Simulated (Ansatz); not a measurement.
MgO (Fm-3m) on a mismatched substrate

```yaml
crystal:
  lattice:
    - [2.10217, 2.10217, 0.00000]
    - [-2.10217, 2.10217, 0.00000]
    - [0.00000, 2.10217, 2.10217]
  atoms:
    - { symbol: Mg, position: [0.00000, 0.00000, 0.00000] }
    - { symbol: O, position: [0.50000, 0.50000, 0.00000] }
```

This cell was relaxed by PAW under r²SCAN. A film on a (001) substrate is mimicked by stretching x and y by ε∥; the length along z and the atoms then relax by PAW (default files of Ansatz 0.2.0, cutoff 500 eV, stress met within about 0.05 GPa). Stress and levels come from r²SCAN, PAW on Ansatz 0.2.0's default frozen-core files (fitted under PBE), scalar-relativistic; k mesh 10×10×10, fixed occupations, cutoff 500 eV. Conduction levels are in eV over the valence top, at fixed fractional wave vectors.

```csv
ε∥ (%),ε⊥ (%),"σ∥ (GPa, tension positive)",Γ,L (oblique),X ∥ z,X ⊥ z,2nd valence level at Γ,3rd
-2.0,1.291,-7.91,5.920,9.002,10.291,9.941,-0.062,-0.062
-1.0,?,?,?,?,?,?,?,?
-0.5,0.300,-1.82,5.745,8.899,10.107,10.021,-0.017,-0.017
0.0,0.000,-0.01,5.685,8.863,10.050,10.050,0.000,0.000
0.5,-0.300,1.67,5.608,8.811,9.978,10.064,0.000,-0.018
1.0,-0.600,3.25,5.531,8.757,9.907,10.078,0.000,-0.036
2.0,-1.152,6.12,5.374,8.647,9.769,10.107,0.000,-0.075
```

The last two columns are counted from the highest valence level at Γ.

Task: How does the film contract along z, and how stiff is it in the plane?

Result: Quadratic fits through the 6 rows shown have slopes dε⊥/dε∥ = -0.611 and dσ∥/dε∥ = 350.6 GPa at zero strain. Elasticity asks −2C12/C11 = -0.609 and C11 + C12 − 2C12²/C11 = 348.2 GPa, from PAW constants C11 = 311.1, C12 = 94.7 GPa. At the level of the σ∥ column the films keep up to 0.03 GPa along z against the unstrained cell; this and the cubic term, which a quadratic fit over ±2 % leaves out, limit the agreement.

Task: Which shear deformation potential b does the valence splitting give?

Result: Without spin-orbit coupling the single level moves against the pair by 3b(ε⊥ − ε∥): 0.0167 eV at ε⊥ − ε∥ = 0.00800 and -0.0176 eV at -0.00800, so b = 0.71 eV.

Task: Fill the row at ε∥ = -1.0 %.

Result: The fits give ε⊥ = 0.625 % and σ∥ = -3.75 GPa. Computed: ε⊥ (%) = 0.630, σ∥ (GPa, tension positive) = -3.72, Γ = 5.803, L (oblique) = 8.933, X ∥ z = 10.166, X ⊥ z = 9.992, 2nd valence level at Γ = -0.033, 3rd = -0.033. The levels have a kink at zero strain, where another valence state takes the top, so one parabola doesn't fit them.

Task: What is the slope of the gap under small compression and under small tension?

Result: dE_g/dε∥ is -121 meV per % on the compressed side and -154 on the stretched side, so the gap rises under compression and falls under tension. The lowest conduction level stays at Γ.

Known limits: frozen-core PAW files fitted under PBE, their cores solved anew for the functional of the run; semilocal gaps are low, and the spacing of valleys can be off by tenths of an eV; levels are read at fixed fractional k, so an edge that moves off these points is missed.
